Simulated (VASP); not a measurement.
Crystal: KBr.

```
K Br
1.0
     0.00000    3.27989    3.27989
     3.27989    0.00000    3.27989
     3.27989    3.27989    0.00000
K Br
1 1
Direct
  0.00000 0.00000 0.00000
  0.50000 0.50000 0.50000
```

Base run:

```yaml
Program: VASP 6.6.1
Functional: PBE
Potentials_or_basis: VASP PAW PBE potentials, release 64 (K_sv, Br)
Cutoff: 520 eV
k_mesh: 4 × 4 × 4
Occupations: gaussian, width 0.03 eV
Spin: no spin polarisation
```

Its results: band gap on the k mesh 4.48 eV, direct; pressure 1.1 GPa.

Question: After a change of settings the same cell gave: band gap on the k mesh 7.44 eV, direct; pressure 0.6 GPa. Which change was it?
A. functional from PBE to HSE06
B. functional from PBE to PBE-EpsX
C. functional from PBE to PBE0

Answer: B.

PBE-EpsX gives the wider gap, since exact exchange removes part of the self-interaction.

Caveats: the PAW data sets were made with another functional, which shifts forces and pressure a little (some runs).
